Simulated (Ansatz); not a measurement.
# C: the cost of one run

Method: DFT PBE, scalar-relativistic, plane waves, PAW, in Ansatz 0.2.0.

19 further runs of the same task are left out: 19 set aside as unsound or not needed. Runs told in other sessions of the task aren't counted.

**1. The starting structure**

Symmetry: Cmme, No. 67, orthorhombic system. The conventional cell has a = 2.467 Å, b = 4.272 Å, c = 8.707 Å, α = 90.00°, β = 90.00°, γ = 90.00°. Around C (site symmetry m) lie 3 C at 1.42 Å.

As a file:

```
CELL_PARAMETERS angstrom
1.23328 -2.13604 0.00000
1.23328 2.13604 0.00000
0.00000 0.00000 8.70702
ATOMIC_POSITIONS crystal
C 0.08333 0.91667 0.75030
C 0.58333 0.41667 0.24970
C 0.91667 0.08333 0.24970
C 0.41667 0.58333 0.75030
```

It goes back to an entry of the Materials Project, which need not be the stable form.

It is the result of an earlier relaxation at this level (volume 11.47 Å³/atom; gap on the mesh: 0.00 eV).

**2. What is varied**

The energy is mapped over volume and the cell's shape.

First coordinate, volume per atom: 7 values from 9.63 to 13.30 Å³. Second coordinate, stretch along a over the lengths across it, relative to the relaxed cell: 7 values from 0.923 to 1.083.

Nothing else is relaxed (fractional coordinates fixed). Energies count from the relaxed crystal. Points are written as (first, second).

**3. Point (12.08 Å³, 0.923)**

input.yaml

```yaml
crystal:
  lattice:
    - [1.1895442426, -2.2321764351, 0.0]
    - [1.1895442426, 2.2321764351, 0.0]
    - [0.0, 0.0, 9.0988773643]
  atoms:
    - { symbol: C, position: [0.0833329406, 0.9166670594, 0.7503043452] }
    - { symbol: C, position: [0.5833329406, 0.4166670594, 0.2496956548] }
    - { symbol: C, position: [0.9166670594, 0.0833329406, 0.2496956548] }
    - { symbol: C, position: [0.4166670594, 0.5833329406, 0.7503043452] }
basis:
  ecutwfc: 520.0
kpoints:
  mp_grid: { grid: [21, 21, 6] }
hamiltonian:
  xc: pbe
  pseudopotentials: { kind: paw, azcp: { folder: soft_1 } }
scf:
  occupations: { method: gaussian, width: 0.15 }
output:
  forces: true
  stress: true
  eigenvalues: true
```

Started as:

```
ansatz run input.yaml --threads 2 --pin off --max-ram 4096MiB --backend cpu --events-out ev --progress --plain --runs-dir out
```

**Question.** How long does this run take on 2 threads of Arm Neoverse V1, shared host, and how much memory does it need?

About 15 s, with a peak of 0.57 GiB.
